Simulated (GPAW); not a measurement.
Runs of GPAW 26.7.0 on TaS2. The structure is trigonal, space group P-3m1 (No. 164). The conventional cell has a = 3.350 Å, b = 3.350 Å, c = 5.860 Å, α = 90.00°, β = 90.00°, γ = 120.00°. Ta (site symmetry -3m) has 6 S at 2.43 Å as nearest neighbours. S (site symmetry 3m) has 3 Ta at 2.43 Å as nearest neighbours. 

```tsv
task	level	potentials or basis	spin	cell	k mesh	smearing	eigensolver	optimizer	fmax	max steps	convergence	gap on the mesh (eV)	pressure (GPa)	relaxed volume (Å³/atom)	largest force (eV/Å)
relaxation of cell and atoms	BLYP+D3(BJ)	PAW data sets generated in the run's folder for this functional, pw	off	relaxed	9 × 9 × 5	fermi-dirac 0.05 eV	davidson	FIRE	0.01 eV/Å	60	density=1e-05 forces=0.0001	none	0.0	18.35	-
single point	PBE	GPAW PAW data sets (gpaw-data 1.2.1), pw	off	as given	9 × 9 × 5	gaussian 0.023 eV	-	-	-	-	-	none	9.5	-	1.30
single point	PBE	GPAW PAW data sets (gpaw-data 1.2.1), pw	off	as given	9 × 9 × 5	gaussian 0.016 eV	-	-	-	-	-	none	9.5	-	1.30
relaxation of cell and atoms	revPBE+D4	the program's PAW data sets (release 1.2.1) made for this functional, pw	off	relaxed	9 × 9 × 5	fermi-dirac 0.05 eV	-	LBFGS	0.05 eV/Å	100	density=1e-05 forces=0.0001	none	0.2	(a)	0.03
single point	PBE	GPAW PAW data sets (gpaw-data 1.2.1), pw	off	as given	9 × 9 × 5	gaussian 0.02 eV	-	-	-	-	-	none	9.5	-	1.30
band structure	r2SCAN	GPAW PAW data sets (gpaw-data 1.2.1), pw	SOC, no magnetisation	as given	7 × 7 × 4	fermi-dirac 0.05 eV	-	-	-	-	-	-	8.0	-	0.98
single point	PBE	GPAW PAW data sets (gpaw-data 1.2.1), pw	off	as given	9 × 9 × 5	gaussian 0.022 eV	-	-	-	-	-	none	9.5	-	1.30
single point	PBE	GPAW PAW data sets (gpaw-data 1.2.1), pw	off	as given	9 × 9 × 5	gaussian 0.015 eV	-	-	-	-	-	none	9.5	-	1.30
```

Alike in all rows: cutoff (eV) 600.

Q: Fill in the values left out.

A: (a) 18.47.

Caveats: this functional lacks dispersion, which binds the layers, so the pressure and a relaxed spacing across them are unreliable (some runs); forces of over 1 eV/Å show positions far from the minimum, so gaps and moduli don't describe the material at rest (some runs); later steps reuse the first step's grids (some runs); spin-orbit coupling was added after a scalar SCF, so levels and gaps hold it while energy, forces, pressure and moments don't (some runs); this program's spin-orbit splittings come out too wide for heavy elements (some runs); the PAW data sets were made with another functional, which shifts forces and pressure a little (some runs).

A k mesh can miss the band edges, and rows without SOC leave out spin-orbit coupling on Ta.

A gap of «none» marks a metal or a gap under the smearing width.
